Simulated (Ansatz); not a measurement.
# Electron scattering at the Σ11 (332) boundary in bcc Mo with W (substitutional), part 2 of 2

Aim: the relaxed structure and the specific resistance of the Σ11 (332) boundary in bcc Mo with W (substitutional).

Ansatz 0.2.0; Ansatz plane-wave DFT, PBE, PAW files; relaxation of a bicrystal slab with its lowest layers held; PAW set soft_1 (the session's first sound run).

So far. Step 2 (Relaxing the bicrystal): The largest force component on a free atom ends at 0.0096 eV/Å, under the tolerance of 0.03, after 11 steps.

### 3. Transmission across the boundary

Bulk layers of each grain are laid under and over the relaxed boundary, and a lead is named in the middle of each, away from the free faces. The mesh across the current, 14×12, is finer than the density's, because channels open and close sharply across the zone. Energies from -0.1 to 0.1 eV in steps of 0.05 eV are too few for the program's thermal sum, so it prints no conductance; for a metal the transmission near the Fermi level serves, at a fraction of the cost.

This step: Ansatz plane-wave DFT, PBE, PAW files; ballistic transport by layer matching (Landauer), zero bias; boundary relaxed in a short slab, bulk layers laid on; PAW set soft_1 (Ansatz 0.2.0).

System of this step: Σ11 (332) boundary in bcc Mo with W (substitutional). The cell holds 64 atoms: 63 Mo and 1 W. Cell: a = 4.451 Å, b = 5.219 Å, c = 50.617 Å, α = 90.0°, β = 90.0°, γ = 90.0°. It derives from Mo. Regions: lower grain, 26 atoms (26 Mo); boundary, 17 atoms (16 Mo and 1 W); upper grain, 21 atoms (21 Mo). Vacuum lies along c.

input.yaml

```yaml
crystal:
  lattice:
    - [4.4505300808, 0.0, 0.0]
    - [0.0, 5.2187091076, 0.0]
    - [0.0, 0.0, 50.6174549485]
  atoms:
    - { symbol: Mo, position: [-17.0, 9.2727272729, 0.0790241233] }
    - { symbol: Mo, position: [-16.5, 9.0000000002, 0.092279287] }
    - { symbol: Mo, position: [-16.0, 8.7272727275, 0.1055344508] }
    - { symbol: Mo, position: [-15.5, 8.4545454547, 0.1187896146] }
    - { symbol: Mo, position: [-15.0, 8.181818182, 0.1320447783] }
    - { symbol: Mo, position: [-14.5, 7.9090909093, 0.1452999421] }
    - { symbol: Mo, position: [-14.0, 7.6363636365, 0.1585551058] }
    - { symbol: Mo, position: [-13.5, 7.3636363638, 0.1718102696] }
    - { symbol: Mo, position: [-13.0, 7.0909090911, 0.1850654334] }
    - { symbol: Mo, position: [-12.5, 6.8181818184, 0.1983205971] }
    - { symbol: Mo, position: [-12.0, 6.5454545456, 0.2115757609] }
    - { symbol: Mo, position: [-11.5, 6.2727272729, 0.2248309246] }
    - { symbol: Mo, position: [-11.0, 6.0000000002, 0.2380860884] }
    - { symbol: Mo, position: [-10.5, 5.7272727274, 0.2513412521] }
    - { symbol: Mo, position: [-10.0, 5.4545454547, 0.2645964159] }
    - { symbol: Mo, position: [-9.5, 5.181818182, 0.2778515797] }
    - { symbol: Mo, position: [-9.0, 4.9090909092, 0.2911067434] }
    - { symbol: Mo, position: [-8.5, 4.6363636365, 0.3043619072] }
    - { symbol: Mo, position: [-8.0, 4.3636363638, 0.3176170709] }
    - { symbol: Mo, position: [-7.5, 4.090909091, 0.3308722347] }
    - { symbol: Mo, position: [-7.0, 3.8181818183, 0.3441273985] }
    - { symbol: Mo, position: [-6.5, 3.5454545456, 0.3573825622] }
    - { symbol: Mo, position: [-6.0, 3.2727272728, 0.370637726] }
    - { symbol: Mo, position: [-5.5, 3.0000000001, 0.3838928897] }
    - { symbol: Mo, position: [-5.0, 2.7272727274, 0.3971480535] }
    - { symbol: Mo, position: [-4.5, 2.4545454546, 0.4104032173] }
    - { symbol: Mo, position: [0.0, 0.1818181819, 0.423658381] }
    - { symbol: Mo, position: [0.5, 0.9116060567, 0.4361396259] }
    - { symbol: Mo, position: [0.0, 0.6364886386, 0.4496382562] }
    - { symbol: Mo, position: [0.5, 0.364047841, 0.4637722648] }
    - { symbol: Mo, position: [0.0, 0.0926031975, 0.4766854964] }
    - { symbol: Mo, position: [0.5, 0.8189814517, 0.4904650367] }
    - { symbol: Mo, position: [0.0, 0.5423154054, 0.5022896786] }
    - { symbol: Mo, position: [0.5, 0.2696290943, 0.5198002494] }
    - { symbol: W, position: [0.0, -0.005880937, 0.5268118882] }
    - { symbol: Mo, position: [0.0, 0.4925925618, 0.5525735511] }
    - { symbol: Mo, position: [0.5, 0.7663737763, 0.5588762264] }
    - { symbol: Mo, position: [0.0, 0.039015485, 0.5774719447] }
    - { symbol: Mo, position: [0.5, 0.3163575699, 0.5883579545] }
    - { symbol: Mo, position: [0.0, 0.5883591445, 0.6025656629] }
    - { symbol: Mo, position: [0.5, 0.8600019276, 0.6153513302] }
    - { symbol: Mo, position: [0.0, 0.1345850061, 0.6289821433] }
    - { symbol: Mo, position: [0.5, 0.4071200923, 0.6426174378] }
    - { symbol: Mo, position: [-5.0, 2.679847365, 0.6558726015] }
    - { symbol: Mo, position: [-5.5, 2.9525746378, 0.6691277653] }
    - { symbol: Mo, position: [-6.0, 3.2253019105, 0.6823829291] }
    - { symbol: Mo, position: [-6.5, 3.4980291832, 0.6956380928] }
    - { symbol: Mo, position: [-7.0, 3.770756456, 0.7088932566] }
    - { symbol: Mo, position: [-7.5, 4.0434837287, 0.7221484203] }
    - { symbol: Mo, position: [-8.0, 4.3162110014, 0.7354035841] }
    - { symbol: Mo, position: [-8.5, 4.5889382742, 0.7486587479] }
    - { symbol: Mo, position: [-9.0, 4.8616655469, 0.7619139116] }
    - { symbol: Mo, position: [-9.5, 5.1343928196, 0.7751690754] }
    - { symbol: Mo, position: [-10.0, 5.4071200924, 0.7884242391] }
    - { symbol: Mo, position: [-10.5, 5.6798473651, 0.8016794029] }
    - { symbol: Mo, position: [-11.0, 5.9525746378, 0.8149345666] }
    - { symbol: Mo, position: [-11.5, 6.2253019106, 0.8281897304] }
    - { symbol: Mo, position: [-12.0, 6.4980291833, 0.8414448942] }
    - { symbol: Mo, position: [-12.5, 6.770756456, 0.8547000579] }
    - { symbol: Mo, position: [-13.0, 7.0434837288, 0.8679552217] }
    - { symbol: Mo, position: [-13.5, 7.3162110015, 0.8812103854] }
    - { symbol: Mo, position: [-14.0, 7.5889382742, 0.8944655492] }
    - { symbol: Mo, position: [-14.5, 7.861665547, 0.907720713] }
    - { symbol: Mo, position: [-15.0, 8.1343928197, 0.9209758767] }
kpoints:
  mp_grid: { grid: [6, 5, 1] }
hamiltonian:
  xc: pbe
  pseudopotentials: { kind: paw, azcp: { folder: soft_1 } }
scf:
  occupations: { method: fermi_dirac, width: 0.1 }
output:
  transmission:
    leads: [[14, 15], [52, 53]]
    kmesh: [14, 12]
    e_range: [-0.1, 0.1]
    de: 0.05
  write_potential: true
  write_density: true
  volumetric_format: npy
  elf: true
```

Command:

```bash
$ ansatz run input.yaml --threads 4 --pin off --max-ram 15360MiB --backend cpu --events-out ev --progress --plain --runs-dir out
```

Numbers of over 12 decimals in the logs are rounded to 6 here.

Output:

```text
[...]
Crystal: 64 atoms, lattice volume = 1175.642 Å³
Basis set: ecut = 420 eV, 23043 PW (Γ)
Bands: 538, of which v1, the nominal top of the filled ones, is band 448 counted from 1 (447 counted from 0)
Symmetry: 2 space group operations
[...]
k-points: 12 of 30 (time reversal used)
[...]
SCF iter   1: F=—  HF=-322652.243510 eV  |F-HF|=—  |Δ(HF+E_count)|=         —  Δρ=1.01e-1  dr2=8.64e2  ethr=3.10e-3  ⟨swp⟩=6.0  Hψ=24953  notcnv=0
[...]
SCF iter  14: F=-322605.820757 eV  HF=-322605.820757 eV  |F-HF|=3.49e-10  |Δ(HF+E_count)|=  7.57e-10  Δρ=1.40e-7  dr2=5.78e-10  ethr=1.00e-12  ⟨swp⟩=1.0  Hψ=15117  notcnv=0
SCF 1 converged in 14 iterations: F = -322605.820757 eV  dr2 = 5.78e-10
[...]
transmission: 380 of 3752 steps passed
transmission: 758 of 3752 steps passed
[...]
transmission: 3752 of 3752 steps passed
WARN: The input density's exchange-correlation potential varies sharply where the density is thin. Do not read a vacuum level from v_tot or v_xc, or from such a field of the output density. On a cell that repeats whose density bears no net charge and no dipole along the vacuum's axis use v_es (v_loc + v_h of the components); under efield.dipole_correction with no amplitude use v_es + v_field, which holds any external [...]
SCF converged after 14 iterations
an eigenvalue changed by more than its tolerance at an iteration that met the thresholds in force, so the SCF went on 2 times: the last check was not made
the last check of whether an eigenvalue changes by more than its tolerance under the output density was not made (no_room)
Free energy (F): -322605.820757 eV
[...]
Internal energy: -322604.270077 eV  (E = F + TS)
E sigma→0 (E₀):  -322605.045417 eV
Entropy (-TS):   -1.550680 eV (-24.229 meV/atom)
Fermi energy:    17.385534 eV
[...]
--- Band table (eV; the first three rows and the last of 12) ---
  k-point 0: bands = [... 444 lower, 17.2254, 17.2631, 17.3442, 17.3821, 17.5048, 17.6153, 17.6226, 17.7183, ... 86 higher]
  k-point 1: bands = [... 444 lower, 17.1689, 17.2691, 17.3123, 17.3157, 17.3902, 17.4078, 17.4783, 17.4904, ... 86 higher]
  k-point 2: bands = [... 444 lower, 17.2888, 17.3535, 17.3698, 17.3939, 17.4263, 17.4945, 17.5433, 17.6013, ... 86 higher]
  k-point 11: bands = [... 444 lower, 17.3070, 17.3607, 17.4497, 17.4529, 17.5342, 17.6032, 17.6221, 17.6249, ... 86 higher]
--- Transmission ---
  basis      : 203 plane waves across, 67 finite elements along
  points     : 56, standing for a mesh of 14 x 12
  energies   : 5 from -0.100000 to 0.100000 eV about the Fermi level, 0.050000 eV apart; the leads are filled to 0.000000 eV, and channels, transmission and decay are at 0.000000 eV
  crystal 0  : Mo4, at the sites [14, 15], period 2.6838 Å, over 18.12 Å; its Hamiltonian steps by up to 15.6 meV
    offset         : up to 0.0000 Å between an atom of the period and one for which it stands
    channels       : 3.845238e0 a spin
    conductance    : none, the energies end too early or step too widely for 300 K: set another output.transmission.e_range or a lower de, or, where they end at an eighth of basis.ecutwfc, a higher one
[...]
channels       : 3.845238e0 a spin
[...]
junction   : crystal 0 to crystal 1, 13.06 to 36.89 Å
    transmission   : 1.771703e0 a spin
[...]
```

It took 12 min on 4 threads of Intel Xeon Platinum 8375C at 2.90GHz (Ice Lake), shared host; peak memory 11 GiB.

Reading the cycles: dr2 is the Hartree energy of the density residual (eV), the measure of convergence; HF is the Harris–Foulkes estimate of the energy, which meets the free energy F at convergence.

Numbers from this step:

```yaml
free_energy: -322605.8208 eV
energy_at_zero_smearing: -322605.0454 eV
fermi_energy: 17.39 eV
cell_area: 23.23 Å²
transmission_per_spin_nearest_the_fermi_level: 1.772
open_channels_per_spin_nearest_the_fermi_level: 3.845
open_channels_per_spin_upper_lead: 3.845
step_of_the_lead_s_potential: 15.6 meV
step_of_the_upper_lead_s_potential: 30 meV
```

Per spin. Transmission, zone mean against energy, zero at the Fermi level:

| energy (eV) | transmission, zone mean |
| --- | --- |
| -0.1000 | 1.72 |
| -0.0500 | 1.76 |
| 0.0000 | 1.77 |
| 0.0500 | 1.78 |
| 0.1000 | 1.80 |

Per spin. Table of open channels, zone mean, lead = upper lead by energy, zero at the Fermi level:

```
energy (eV)  open channels, zone mean, lead = upper lead
    -0.1000                                         3.60
    -0.0500                                         3.80
     0.0000                                         3.85
     0.0500                                         3.81
     0.1000                                         3.93
```

Transmission over k1 and k2. At 0.0000 eV from the Fermi level.

Values, 12 rows by 14 columns:
```
1.89 1.84 1.69 1.32 0.50 1.24 1.59 1.54 1.59 1.24 0.50 1.32 1.69 1.84
2.12 1.95 1.20 0.90 0.61 1.10 1.53 1.57 1.53 1.10 0.61 0.90 1.20 1.95
2.08 1.45 1.27 1.34 1.16 0.99 2.11 2.08 2.11 0.99 1.16 1.34 1.27 1.45
2.73 2.60 3.06 1.59 1.75 2.02 2.10 1.74 2.10 2.02 1.75 1.59 3.06 2.60
3.33 2.93 3.03 2.21 1.97 2.06 2.77 2.60 2.77 2.06 1.97 2.21 3.03 2.93
4.04 3.45 2.97 1.73 0.91 2.24 2.83 2.71 2.83 2.24 0.91 1.73 2.97 3.45
3.33 2.93 3.03 2.21 1.97 2.06 2.77 2.60 2.77 2.06 1.97 2.21 3.03 2.93
2.73 2.60 3.06 1.59 1.75 2.02 2.10 1.74 2.10 2.02 1.75 1.59 3.06 2.60
2.08 1.45 1.27 1.34 1.16 0.99 2.11 2.08 2.11 0.99 1.16 1.34 1.27 1.45
2.12 1.95 1.20 0.90 0.61 1.10 1.53 1.57 1.53 1.10 0.61 0.90 1.20 1.95
1.89 1.84 1.69 1.32 0.50 1.24 1.59 1.54 1.59 1.24 0.50 1.32 1.69 1.84
0.08 0.09 1.15 1.15 0.12 1.20 1.42 1.50 1.42 1.20 0.12 1.15 1.15 0.09
```
Columns: k1 (b1) from -0.5 to 0.429; rows upwards: k2 (b2) from -0.5 to 0.417.

Open channels over k1 and k2. At 0.0000 eV from the Fermi level.

Ten even steps from '0' (1.00) to '9' (6.00):
```
68642688862468
68624666664268
66446488846446
66844666664486
66864488844686
99842666662489
66864488844686
66844666664486
66446488846446
68624666664268
68642688862468
22440699960442
```
Columns: k1 (b1) from -0.5 to 0.429; rows upwards: k2 (b2) from -0.5 to 0.417.

Electrostatic potential energy in the cb plane at fractional x = 0.000, with atoms of Mo and W within 0.2 Å of it. With pseudopotentials it is smooth inside the atoms' cores, unlike the true potential.

Ten even steps from '0' (-62 eV) to '9' (18 eV), each cell a mean:
```
99999999999999755799744447984225899988899999
89975579999999999999865568998668999999988899
89841137998767999999988889999999989999853469
89730026986324799987899999999998656899620148
99841137984001599743479997678995212699620038
99975569984102699620158973236984001589742258
99998899997435899510148851015885212699976689
77799999999878999732369851015898556899999999
32479998889999999976789974347999989999999986
10158985347999988999999998789999999876899962
10158962014899755699999999998889998522489840
43479961003898411379987789986446897300279852
87899974225897300269854458973003797300379985
99999997678998411379744447972003798633589999
```
Columns run along c (16.0 Å, from fractional 0.37 to 0.68 of the cell; values clipped at the 3rd and 97th percentile), rows up along b (5.2 Å). Atoms in or near the plane, at fractional coordinates: Mo at (0.37, 0.27), Mo at (0.40, 0.73), Mo at (0.42, 0.18), Mo at (0.45, 0.64), Mo at (0.48, 0.09), Mo at (0.50, 0.54), W at (0.53, 0.99), Mo at (0.55, 0.49), Mo at (0.58, 0.04), Mo at (0.60, 0.59), Mo at (0.63, 0.13), Mo at (0.66, 0.68).

ELF in the cb plane at fractional x = 0.000, with atoms of Mo and W within 0.2 Å of it. It is the smooth field of the valence electrons, not physical close to the nuclei.

Values, 8 rows by 16 columns, each cell a mean:
```
0.32 0.26 0.31 0.30 0.32 0.36 0.28 0.43 0.55 0.34 0.46 0.45 0.31 0.27 0.29 0.29
0.30 0.59 0.51 0.29 0.42 0.32 0.30 0.31 0.32 0.31 0.28 0.29 0.26 0.32 0.55 0.39
0.29 0.61 0.52 0.42 0.61 0.40 0.37 0.51 0.36 0.35 0.29 0.50 0.58 0.29 0.59 0.54
0.31 0.34 0.27 0.38 0.62 0.33 0.56 0.59 0.37 0.63 0.46 0.53 0.61 0.29 0.43 0.40
0.46 0.33 0.29 0.29 0.28 0.32 0.44 0.45 0.33 0.62 0.43 0.28 0.38 0.32 0.29 0.31
0.61 0.43 0.39 0.56 0.32 0.26 0.29 0.29 0.32 0.31 0.29 0.30 0.32 0.41 0.29 0.51
0.61 0.33 0.53 0.60 0.30 0.58 0.51 0.31 0.36 0.36 0.49 0.37 0.42 0.62 0.40 0.51
0.27 0.33 0.39 0.42 0.29 0.61 0.53 0.45 0.51 0.38 0.59 0.57 0.34 0.64 0.37 0.27
```
Columns run along c (16.0 Å, from fractional 0.37 to 0.68 of the cell), rows up along b (5.2 Å). Atoms in or near the plane, at fractional coordinates: Mo at (0.37, 0.27), Mo at (0.40, 0.73), Mo at (0.42, 0.18), Mo at (0.45, 0.64), Mo at (0.48, 0.09), Mo at (0.50, 0.54), W at (0.53, 0.99), Mo at (0.55, 0.49), Mo at (0.58, 0.04), Mo at (0.60, 0.59), Mo at (0.63, 0.13), Mo at (0.66, 0.68).

Valence density in the cb plane at fractional x = 0.000, with atoms of Mo and W within 0.2 Å of it. It is the smooth field of the valence electrons, not physical close to the nuclei.

Ten even steps from '0' (0.3 e/Å³) to '9' (7.0 e/Å³), each cell a mean:
```
00000000000000022000157741003662000000000000
00002210000000000000024410000110000000000000
00037740000110000000000000000000000000024310
00159961001564100000000000000000221000169830
00037841003897200024310001100002685100169940
00012210003896100279730014641003898200036520
00000000001342000279830028983002686100001100
01000000000000000146410027972000121000000000
46410000000000000011000003431000000000000001
89720002431000000000000000000000000011000026
89720016983000122100000000000000000256200038
45300017994000378410001100002431001599610026
00000004652001599610035520015884101489510002
00000000110000377410157751015995100144200000
```
Columns run along c (16.0 Å, from fractional 0.37 to 0.68 of the cell), rows up along b (5.2 Å). Atoms in or near the plane, at fractional coordinates: Mo at (0.37, 0.27), Mo at (0.40, 0.73), Mo at (0.42, 0.18), Mo at (0.45, 0.64), Mo at (0.48, 0.09), Mo at (0.50, 0.54), W at (0.53, 0.99), Mo at (0.55, 0.49), Mo at (0.58, 0.04), Mo at (0.60, 0.59), Mo at (0.63, 0.13), Mo at (0.66, 0.68).

Over the solved energies the transmission per spin lies between 1.72 and 1.80, out of 3.80 channels of the lead on average (up to 3.93). The log calls the step of a lead's potential too much.

### 4. Specific resistance

This step: Ansatz plane-wave DFT, PBE, PAW files; ballistic transport by layer matching (Landauer), zero bias; specific resistance of the boundary; PAW set soft_1 (Ansatz 0.2.0).

Numbers from this step:

```
area resistance                      : 0.9055 fΩ m²
T over the leads' mean channel count : 0.4659
```

Averaged over the energies near the Fermi level, 46.6 % of the channels pass, which makes 0.906 fΩ m².

By hand, with T and the leads' channels N averaged over the energies near the Fermi level: RA = A (h/2e²)(1/T − ½[1/N₁ + 1/N₂]) = 23.23×10⁻²⁰ m² × 12 906 Ω × (1/1.768 − ½[1/3.795 + 1/3.795]) = 0.906 fΩ m².

### 5. Outcome

| Item | Value |
| --- | --- |
| specific resistance of the boundary | 0.906 fΩ m² |
| share of channels that pass | 0.466 |

In words: The boundary has a specific resistance of 0.91 fΩ m². The boundary reflects 53 % of the channels; 0.91 fΩ m² is 9.1×10⁻¹² Ω·cm². That equals the resistance of 16 nm of bulk Mo at 300 K (measured 5.52 µΩ cm, CRC Handbook of Chemistry and Physics, 84th ed., 2003, Electrical Resistivity of Pure Metals). One W in 23.2 Å² of boundary is a high coverage. Each plane of this narrow cell holds one atom, so the solute fills a whole plane. One starting structure was relaxed; another shift or atom count at the boundary may lie lower. Spin-orbit coupling is left out, which matters for W. A lead's potential steps by up to 30 meV from period to period, which the log calls too much, so longer leads could move the result.

[Logs are printed without paths, hosts, clocks, repeated set-up lines and the standing remarks that a program may print on its own settings, such as how far it seeks lower states.]

[Hosts, paths, dates, database ids (printed as entryN), source tags and the programs' standing remarks are cut or masked in the printed files.]
